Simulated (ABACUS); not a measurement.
Crystal: CaSe.

```
Se Ca
1.0
     0.00000    2.95600    2.95600
     2.95600    0.00000    2.95600
     2.95600    2.95600    0.00000
Se Ca
1 1
Direct
  0.50000 0.50000 0.50000
  0.00000 0.00000 0.00000
```

```yaml
Program: ABACUS 3.10.1
Task: single point
Functional: PBE
Potentials_or_basis: PseudoDojo NC SR 0.4.1 PBE standard
Cutoff: 1361 eV
Density_cutoff: 5442 eV
Basis: DZP LCAO (the cutoffs set its grid)
k_mesh: 8 × 8 × 8
Occupations: fermi-dirac, width 0.05 eV
Spin: no spin polarisation
```

On this cell: pressure 1.6 GPa; largest force zero by symmetry; band gap on the k mesh 2.02 eV, indirect (least direct gap 2.97 eV).

The same run follows on a disturbed copy (atoms moved at random, drawn with an rms of 0.05 Å):

```
CELL_PARAMETERS angstrom
0.00000 2.95600 2.95600
2.95600 0.00000 2.95600
2.95600 2.95600 0.00000
ATOMIC_POSITIONS crystal
Se 0.49730 0.48503 0.49987
Ca 0.00519 0.00562 0.99299
```

Q: What changes?

A: The energy moves by +7.3 meV/atom; pressure 1.8 GPa; largest force 0.312 eV/Å; band gap on the k mesh 2.04 eV, indirect (least direct gap 2.98 eV).

Forces on the atoms (eV/Å):
```
Se   0.133  0.010  0.283
Ca  -0.133 -0.010 -0.283
```

Stress tensor (GPa, compression positive):
```
 1.69  0.00 -0.06
 0.00  1.58  0.00
-0.06  0.00  2.07
```

Caveats: the atomic orbitals were generated for these runs and aren't a published set; the basis of atomic orbitals isn't converged, which shifts pressures, moduli and gaps.

A k mesh can miss the band edges.
